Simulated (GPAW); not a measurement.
# InSe (GaSe-type monolayer): G0W0 with GPAW, start to end, part 2 of 2

Aim: the G0W0 gap of InSe (GaSe-type monolayer) on PBE, step by step.

GPAW 26.7.0; PBE and many-body steps on it, plane waves. Known limits of the many-body steps: not at the basis limit; no spin-orbit coupling.

So far. Step 4 (Bands along the symmetry lines): The gap is 1.454 eV, −0.008 eV from the run before at this level. Step 5 (Empty states on the mesh, 9×9×1 mesh, 382 bands): On this mesh the gap is 1.463 eV.

### 6. Screening and self-energy, 9×9×1 mesh, 173 bands, screening to 48 eV

G0W0 replaces the xc potential by the self-energy, built once from these orbitals. Only a window of levels is corrected, while the sums run over the empty bands that the input names.

This step: G0W0 on PBE, plane waves, PAW.

run.py

```python
import json
import numpy as np
from gpaw.mpi import world
from gpaw.response.g0w0 import G0W0

gw = G0W0('full.gpw',
    filename='gw',
    kpts=[0, 1],
    bands=(17, 21),
    ecut=48,
    nbands=173,
    truncation='2D',
    integrate_gamma='sphere',
    q0_correction=True,
    frequencies={'type': 'nonlinear', 'domega0': 0.15, 'omega2': 15.0},
    eta=0.1,
    nblocksmax=True)
gw.calculate()
res = {mode: {k: v for k, v in r.items() if k != 'sigma_eskwn'}
       for mode, r in gw.all_results.items()}

if world.rank == 0:
    with open('result.json', 'w') as f:
        json.dump(res, f, default=lambda x: x.tolist())
```

Run with:

```
$ mpirun -n 16 gpaw python run.py
```

Numbers of over 12 decimals in the logs are rounded to 6 here.

What it wrote:

```text
Using integrator: PointIntegrator
NonLinearFrequencyDescriptor(from 0.000 to 59.417 eV, 151 points)
Nonperiodic BCs:  [False False  True]
Using integrator: PointIntegrator
NonLinearFrequencyDescriptor(from 0.000 to 59.417 eV, 151 points)
Nonperiodic BCs:  [False False  True]
Applying analytical 2D correction to W:
    Evaluating Gamma point contribution to W on a 17x17x1 grid
  ___  _ _ _
 |   || | | |
 | | || | | |
 |__ ||_____|
 |___|

BZ k-points: Symmetries present (total): 12

  [... matrices ...]
81 k-points: 9 x 9 x 1 Monkhorst-Pack grid
12 k-points in the irreducible part of the Brillouin zone
       k-points in crystal coordinates                weights
   0:     0.00000000    0.00000000    0.00000000          1/81
   1:     0.11111111    0.00000000    0.00000000          6/81
   2:     0.22222222   -0.11111111    0.00000000          6/81
   3:     0.22222222    0.00000000    0.00000000          6/81
   4:     0.33333333   -0.11111111    0.00000000         12/81
   5:     0.33333333    0.00000000    0.00000000          6/81
   6:     0.33333333    0.33333333    0.00000000          2/81
   7:     0.44444444   -0.22222222    0.00000000          6/81
   8:     0.44444444   -0.11111111    0.00000000         12/81
   9:     0.44444444    0.00000000    0.00000000          6/81
          ...
  11:     0.44444444    0.44444444    0.00000000          6/81

Distributing spins, k-points and bands (1 x 2 x 4) over 2 processes
Number of blocks: 8

Quasi particle states:
k-points (IBZ indices): [0, 1]
Band range: (17, 21)
  [... matrices ...]
Computational parameters:
Plane wave cut-off: 48 eV
Number of bands: 173
Coulomb cutoff: 2D
Broadening: 0.1 eV

fxc modes: GW
Kernel: RPA
Using full-frequency real axis integration
Summing all q:

Calculating screened Coulomb potential
2D Coulomb truncation
NonLinearFrequencyDescriptor(from 0.000 to 59.417 eV, 151 points)
Removing empty qpoint cache files...

Calculating chi0 body with:
    Ground state adapter containing:
    Number of spins: 1
    Number of kpoints: 81
    Number of irreducible kpoints: 12
    Number of completely occupied states: 19
    Number of partially occupied states: 19
    Occupied states memory: 9.27734375 M / cpu

    Linear response parametrization:
    q_c: [0.0, 0.0, 0.0]
    Number of frequency points: 151
    Planewave cutoff: 48.0
    Number of bands: 173
    Number of planewaves: 163
    Broadening (eta): 0.1
    comm.size: 16
    kncomm.size: 2
    blockcomm.size: 8

    Memory estimate of potentially large arrays:
        chi0_wGG: 7.652128 M / cpu
Integrating chi0 body.

Symmetries of q_c:
    Direct symmetries (Uq -> q): 12
    Indirect symmetries (TUq -> q): 12
In total 24 allowed symmetries.

  [... matrices ...]
12 groups of equivalent kpoints. 85.185185% reduction.

Integral kind: spectral function
Integrating chi0 head and wings.

Symmetries of q_c:
    Direct symmetries (Uq -> q): 12
    Indirect symmetries (TUq -> q): 12
In total 24 allowed symmetries.

  [... matrices ...]
12 groups of equivalent kpoints. 85.185185% reduction.

Integral kind: spectral function wings

Calculating chi0 body with:
    Ground state adapter containing:
    Number of spins: 1
    Number of kpoints: 81
    Number of irreducible kpoints: 12
    Number of completely occupied states: 19
    Number of partially occupied states: 19
    Occupied states memory: 9.27734375 M / cpu

[... the further q-points ...]

Results:
f:      Occupation numbers
eps:     KS-eigenvalues [eV]
vxc:     KS vxc [eV]
exx:     Exact exchange [eV]
sigma:   Self-energies [eV]
dsigma:  Self-energy derivatives
Z:       Renormalization factors
qp:      QP-energies [eV]

k-point 0 (0): (0.000, 0.000, 0.000)                GW
band       f     eps     vxc     exx   sigma  dsigma       Z      qp
                                                                   GW
  17   1.000  -1.375 -15.545 -17.772   1.749  -0.345   0.744  -1.730
  18   1.000  -0.955 -13.315 -15.309   1.304  -0.341   0.746  -1.469
  19   0.000   0.570 -13.223 -10.022  -2.119  -0.290   0.775   1.409
  20   0.000   1.776 -11.982  -8.118  -2.821  -0.276   0.784   2.593

k-point 1 (1): (0.111, 0.000, 0.000)                GW
band       f     eps     vxc     exx   sigma  dsigma       Z      qp
                                                                   GW
  17   1.000  -1.502 -15.385 -17.676   1.782  -0.349   0.741  -1.879
  18   1.000  -0.893 -13.480 -15.465   1.311  -0.331   0.751  -1.399
  19   0.000   1.133 -14.023 -10.630  -2.177  -0.299   0.770   2.068
  20   0.000   2.350 -12.484  -8.444  -2.911  -0.296   0.771   3.220
```

It took 86 s on 16 MPI ranks of Arm Neoverse V2, shared host; peak memory 6.2 GiB.

This step gave:

```
G0W0 gap on the points computed              : 2.808 eV
least direct G0W0 gap on the computed points : 2.878 eV
Z at the valence top                         : 0.7514
Z at the conduction bottom                   : 0.7749
starting gap on the mesh                     : 1.463 eV
k of the valence top                         : 0.1111, 0, 0
k of the conduction bottom                   : 0, 0, 0
```

The gap on the mesh goes from 1.46 eV to 2.81 eV, a correction of +1.35 eV.

Limits: finite bands, cutoff and mesh; no spin-orbit coupling. v1 is the top filled band, c1 the lowest empty one. Levels before and after the correction, in eV, zero at the valence-band top of each column:

```
           conduction bottom  valence top
Kohn-Sham               1.46         0.00
     G0W0               2.81         0.00
```

```
                    level  energy (eV)
Kohn-Sham            Γ v2       -0.482
Kohn-Sham            Γ v1       -0.062
Kohn-Sham            Γ c1        1.463
Kohn-Sham            Γ c2        2.669
Kohn-Sham  (0.111 0 0) v2       -0.609
Kohn-Sham  (0.111 0 0) v1        0.000
Kohn-Sham  (0.111 0 0) c1        2.026
Kohn-Sham  (0.111 0 0) c2        3.243
     G0W0            Γ v2       -0.331
     G0W0            Γ v1       -0.070
     G0W0            Γ c1        2.808
     G0W0            Γ c2        3.992
     G0W0  (0.111 0 0) v2       -0.480
     G0W0  (0.111 0 0) v1        0.000
     G0W0  (0.111 0 0) c1        3.468
     G0W0  (0.111 0 0) c2        4.620
```

### 7. Where the time went

Times are wall times on the hardware named with each run, good to a factor of about two.

```
                          step     time  share  memory (GiB)
                    relaxation     47 s   18 %           3.7
                  ground state    4.8 s    2 %           2.6
bands along the symmetry lines    6.1 s    2 %           3.2
      empty states on the mesh  1.9 min   44 %            21
     screening and self-energy     86 s   33 %           6.2
```

### 8. Outcome

```
PBE gap              : 1.45 eV, indirect
G0W0 gap on the mesh : 2.81 eV
GW settings          : 9×9×1 mesh, 173 bands, screening to 48 eV, full frequency, Hilbert transform
known limits         : not at the basis limit; no spin-orbit coupling
```

G0W0 moves the gap on the mesh from 1.46 eV to 2.81 eV (+1.35 eV), with Z of 0.75 and 0.77 at the edges. Only 2 of the mesh's irreducible points were corrected, so a valley elsewhere could overtake. Against experiment, by G0W0@PBE: the direct gap of 2.88 eV lies +0.04 eV from the measured 2.84 ± 0.05 eV (exciton, 300 K, 2019). An exciton line or allowed optical edge lies below the quasiparticle gap by the binding energy; a forbidden edge can push the onset above it. The computed sheet is free-standing; a substrate or cover screens it further and lowers both gap and binding, while the exciton line moves little. The calculation has static nuclei and no excitons; a measured gap holds zero-point and thermal motion, which mostly lowers it. Bands and cutoff are finite, so the gap is not at the basis limit. The miss can reach some tenths of an eV and take either sign; the mesh is an error of its own. These stock PAW sets were not made for GW; the filled d or f shell of Se lies in the frozen core, which bears on start and correction. In the G0W0 run levels were corrected at 2 k points alone, so a gap called «on the mesh» is the least over those, and an edge elsewhere would be missed. The many-body steps are scalar-relativistic: spin-orbit coupling is not in them.

[Paths, hosts, dates, memory and timing lines, banners, echoed tables and standing remarks are left out of the program output.]

[Logs are printed without paths, hosts, clocks, repeated set-up lines and the standing remarks that a program may print on its own settings, such as how far it seeks lower states.]

[Runs of the session that timed out or met a known fault of the program may be left out.]

[Hosts, paths, dates, database ids (printed as entryN), source tags and the programs' standing remarks are cut or masked in the printed files.]
